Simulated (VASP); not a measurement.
# ZnSe (F-43m) in VASP: a series of runs

Aim: see how the results for ZnSe move with the level of theory and the settings. Levels: PBEsol, HSE06. Tasks: band structure.

All numbers are computed with VASP 6.6.1; they aren't measurements. Logs are shortened: lines on timing, memory, paths and dates and some standing lists are left out, and cuts for length are marked.

**Experimental background.**

“Alloy Disordering Effects on the Thermal Conductivity and Energy Gap Temperature Dependence of Cd1−xZnxSe Ternary Crystals Grown by the Bridgman Method”, 2023, pmc:10253836 reports, for a bulk crystal of ZnSe at 300 K: band gap 2.695 ± 0.003 eV (an exciton energy, a little under the gap).

How close the calculation comes is told below.

## 1. The structure

The structure is cubic, space group F-43m (No. 216). The conventional cell has a = 5.641 Å, b = 5.641 Å, c = 5.641 Å, α = 90.00°, β = 90.00°, γ = 90.00°. Zn (site symmetry -43m) is surrounded by 4 Se at 2.44 Å. Around Se (site symmetry -43m) lie 4 Zn at 2.44 Å.

## 2. Band structure, PBEsol

Contents of INCAR:

```
ALGO = Fast ; EDIFF = 1E-6
ENCUT = 520 ; GGA = PS
ISIF = 2 ; ISMEAR = 0
KPAR = 4 ; LASPH = T
LCHARG = F ; LREAL = F
LWAVE = F ; NBANDS = 16
NELM = 80 ; PREC = Accurate
SIGMA = 0.03
```

Contents of KPOINTS:

```
k-points
0
Gamma
  6 6 6
```

Contents of POSCAR:

```
ZnSe                                    
1.0
    0.0000000000      2.8206646091      2.8206646091
    2.8206646091      0.0000000000      2.8206646091
    2.8206646091      2.8206646091      0.0000000000
  Zn              Se            
     1     1
Direct
     0.0000000000000000    0.0000000000000000    0.0000000000000000
     0.2500000000000000    0.2500000000000000    0.2500000000000000
```

Contents of KPOINTS_OPT:

```
explicit points
9
Reciprocal
 0.0000000000  0.0000000000  0.0000000000 1
 0.3750000000  0.3750000000  0.7500000000 1
 0.5000000000  0.5000000000  0.5000000000 1
 0.6250000000  0.2500000000  0.6250000000 1
 0.5000000000  0.2500000000  0.7500000000 1
 0.5000000000  0.0000000000  0.5000000000 1
 0.4000000000  0.0000000000  0.4000000000 1
 0.4250000000  0.0000000000  0.4250000000 1
 0.4500000000  0.0000000000  0.4500000000 1
```

Potentials or basis: VASP PAW PBE potentials, release 64 (Zn, Se).

On the command line:

```sh
> cat potpaw_PBE.64/Zn/POTCAR potpaw_PBE.64/Se/POTCAR > POTCAR
> mpirun -np 4 vasp_std > vasp.out
```

OUTCAR:

```text
EDIFF = 1E-6
   ENCUT = 520
   GGA = PS
   ISIF = 2
   ISMEAR = 0
   LASPH = T
   LREAL = F
   NELM = 80
   PREC = Accurate

 ion  position               nearest neighbor table
   1  0.000  0.000  0.000-   2 2.44   2 2.44   2 2.44   2 2.44
   2  0.250  0.250  0.250-   1 2.44   1 2.44   1 2.44   1 2.44

  LATTYP: Found a face centered cubic cell.
 ALAT       =     5.6413292182

  Lattice vectors:

 A1 = (   0.0000000000,   2.8206646091,   2.8206646091)
 A2 = (   2.8206646091,   0.0000000000,   2.8206646091)
 A3 = (   2.8206646091,   2.8206646091,   0.0000000000)

Analysis of symmetry for initial positions (statically):
=====================================================================
 Subroutine PRICEL returns:
 Original cell was already a primitive cell.

 Routine SETGRP: Setting up the symmetry group for a
 face centered cubic supercell.

 Subroutine GETGRP returns: Found 24 space group operations
 (whereof 24 operations were pure point group operations)
 out of a pool of 48 trial point group operations.

The static configuration has the point symmetry T_d .

Analysis of symmetry for dynamics (positions and initial velocities):
=====================================================================
 Subroutine PRICEL returns:
 Original cell was already a primitive cell.

 Routine SETGRP: Setting up the symmetry group for a
 face centered cubic supercell.

 Subroutine GETGRP returns: Found 24 space group operations
 (whereof 24 operations were pure point group operations)
 out of a pool of 48 trial point group operations.

The dynamic configuration has the point symmetry T_d .

 Subroutine INISYM returns: Found 24 space group operations
 (whereof 24 operations are pure point group operations),
 and found     1 'primitive' translations

----------------------------------------------------------------------------------------

                                     Primitive cell

  volume of cell :      44.8833

  direct lattice vectors                    reciprocal lattice vectors
     0.000000000  2.820664609  2.820664609    -0.177263188  0.177263188  0.177263188
     2.820664609  0.000000000  2.820664609     0.177263188 -0.177263188  0.177263188
     2.820664609  2.820664609  0.000000000     0.177263188  0.177263188 -0.177263188

  length of vectors
     3.989022145  3.989022145  3.989022145     0.307028847  0.307028847  0.307028847

  position of ions in fractional coordinates (direct lattice)
     0.000000000  0.000000000  0.000000000
     0.250000000  0.250000000  0.250000000
[... 70 lines left out ...]
   EDIFFG = 0.1E-04   stopping-criterion for IOM
   NSW    =      0    number of steps for IOM
   IBRION =     -1    ionic relax: 0-MD 1-quasi-New 2-CG
   NFREE  =      0    steps in history (QN), initial steepest desc. (CG)
   ISIF   =      2    stress and relaxation
   ISYM   =      2    0-nonsym 1-usesym 2-fastsym
   POTIM  = 0.5000    time-step for ionic-motion
   TEBEG  =    0.0;   TEEND  =   0.0 temperature during run
   PSTRESS=    0.0 pullay stress
   NELECT =      18.0000    total number of electrons
   NUPDOWN=      -1.0000    fix difference up-down
   EMIN   =  10.00;   EMAX   =-10.00  energy-range for DOS
   EFERMI =   0.00;   METHOD = LEGACY
   ISMEAR =     0;   SIGMA  =   0.03  broadening in eV -4-tet -1-fermi 0-gaus
   EFERMI_NEDOS =   21; number of points for ismear=-14 and -15
   IALGO  =     68    algorithm
   IMIX   =      4    mixing-type and parameters
     AMIX     =   0.40;   BMIX     =  1.00
     AMIX_MAG =   1.60;   BMIX_MAG =  1.00
  volume/ion in A,a.u.               =      22.44       151.44
  Fermi-wavevector in a.u.,A,eV,Ry     =   1.207269  2.281408 19.830486  1.457500
  Thomas-Fermi vector in A             =   2.342912
   LORBIT       =      0    0 simple, 1 ext, 2 COOP (PROOUT), +10 PAW based schemes
   GGA     = PS    functional components
   LHFCALC =     F    Hartree Fock is set to
   AEXX    =    0.0000 exact exchange contribution
   IVDW    =     0    specifies the selected vdW correction
   LEPSILON=     F    determine dielectric tensor
   LRPA    =     F    only Hartree local field effects (RPA)
 non-spin polarized calculation
 RMM-DIIS sequential band-by-band and
 Gauss-broadening in eV      SIGMA  =   0.03
  energy-cutoff  :      520.00
  volume of cell :       44.88
 maximum number of plane-waves:      1243
 NGX is ok and might be reduce to    30
   NGX = 15   NGY = 15   NGZ = 15

 number of electron      18.0000001 magnetization

 Free energy of the ion-electron system (eV)
  ---------------------------------------------------
  ext. energy  EPLUGINS =         0.00000000
  ---------------------------------------------------
  free energy    TOTEN  =        -6.76748800 eV

  energy without entropy =       -6.76748800  energy(sigma->0) =       -6.76748800

 E-fermi :   1.7547     XC(G=0):  -9.5883

 val. band max:        1.6123514114   @ k =   0.0000   0.0000   0.0000
 cond. band min:       2.8365944398   @ k =   0.0000   0.0000   0.0000
 fundamental gap:      1.2242430283
 Fermi energy:         1.7547369625

 k-point     1 :       0.0000    0.0000    0.0000
  band No.  band energies     occupation
      1     -11.7640      2.00000
      2      -5.0004      2.00000
      3      -5.0004      2.00000
      4      -5.0004      2.00000
      5      -4.6165      2.00000
      6      -4.6165      2.00000
[... 281 lines left out ...]
      3      -4.7757      2.00000
      4      -4.7021      2.00000
      5      -4.6021      2.00000
      6      -4.3352      2.00000
[... 8 lines left out ...]
     15      15.4178      0.00000
     16      15.8159      0.00000

------------------------ aborting loop because EDIFF is reached ----------------------------------------

  FORCE on cell =-STRESS in cart. coord.  units (eV):
  Direction    XX          YY          ZZ          XY          YZ          ZX
  --------------------------------------------------------------------------------------
  -------------------------------------------------------------------------------------
  Total        0.0361780      0.0361780      0.0361780      0.0000000      0.0000000      0.0000000
  in kB        1.2914283      1.2914283      1.2914283      0.0000000      0.0000000      0.0000000
  external PRESSURE =       1.2914283 kB  Pullay stress =       0.0000000 kB

 VOLUME and BASIS-vectors are now :
 -----------------------------------------------------------------------------
  energy-cutoff  :      520.00
  volume of cell :       44.88
      direct lattice vectors                 reciprocal lattice vectors
     0.000000000  2.820664609  2.820664609    -0.177263188  0.177263188  0.177263188
     2.820664609  0.000000000  2.820664609     0.177263188 -0.177263188  0.177263188
     2.820664609  2.820664609  0.000000000     0.177263188  0.177263188 -0.177263188

 POSITION                                       TOTAL-FORCE (eV/Angst)
 -----------------------------------------------------------------------------------
      0.00000      0.00000      0.00000         0.000000      0.000000      0.000000
      1.41033      1.41033      1.41033        -0.000000     -0.000000     -0.000000
 -----------------------------------------------------------------------------------
    total drift:                                0.000000      0.000000      0.000000

  FREE ENERGIE OF THE ION-ELECTRON SYSTEM (eV)
  ---------------------------------------------------
  free  energy   TOTEN  =        -6.7674879978 eV

  energy  without entropy=       -6.7674879978  energy(sigma->0) =       -6.76748800
```

OSZICAR:

```text
N       E                     dE             d eps       ncg     rms          rms(c)
DAV:   1     0.894651176580E+02    0.89465E+02   -0.90234E+03   512   0.130E+03
DAV:   2    -0.128392747612E+01   -0.90749E+02   -0.85113E+02   584   0.257E+02
DAV:   3    -0.702477976532E+01   -0.57409E+01   -0.57201E+01   624   0.619E+01
DAV:   4    -0.707393687313E+01   -0.49157E-01   -0.49148E-01   656   0.635E+00
DAV:   5    -0.707416297957E+01   -0.22611E-03   -0.22610E-03   632   0.379E-01    0.478E+00
RMM:   6    -0.679634345639E+01    0.27782E+00   -0.65073E-01   593   0.797E+00    0.381E+00
RMM:   7    -0.677038633078E+01    0.25957E-01   -0.96308E-02   594   0.313E+00    0.156E+00
RMM:   8    -0.676807564129E+01    0.23107E-02   -0.18079E-02   646   0.909E-01    0.559E-01
RMM:   9    -0.676748680946E+01    0.58883E-03   -0.35701E-03   619   0.668E-01    0.152E-01
RMM:  10    -0.676746085886E+01    0.25951E-04   -0.62426E-04   655   0.261E-01    0.504E-02
RMM:  11    -0.676748731036E+01   -0.26451E-04   -0.98384E-05   595   0.844E-02    0.560E-02
RMM:  12    -0.676748774478E+01   -0.43442E-06   -0.14335E-05   639   0.349E-02    0.524E-03
RMM:  13    -0.676748799776E+01   -0.25298E-06   -0.24060E-06   491   0.132E-02
   1 F= -.67674880E+01 E0= -.67674880E+01  d E =-.387392E-13
       N       E                     dE             ncg
DAV:   1     0.499798013726E+03   -0.50991E+04      288
DAV:   2    -0.302473230740E+03   -0.80227E+03      304
DAV:   3    -0.353348425121E+03   -0.50875E+02      376
DAV:   4    -0.353742321423E+03   -0.39390E+00      360
DAV:   5    -0.353743955978E+03   -0.16346E-02      392
DAV:   6    -0.353743968412E+03   -0.12434E-04      360
DAV:   7    -0.353743968523E+03   -0.11115E-06      296
```

Run time: 6.9 s. Hardware: 4 MPI ranks of AMD EPYC 9R14 (Zen 4), shared host; peak memory 0.14 GiB.

Results:

```
Free energy             : -6.7675 eV
Pressure                : 0.1 GPa
Band gap on the k mesh  : 1.22 eV, direct
Band gap along the path : 1.22 eV, direct
```

Caveat: the PAW data sets were made with another functional, which shifts forces and pressure a little.

(Continued in part 2 of 2.)
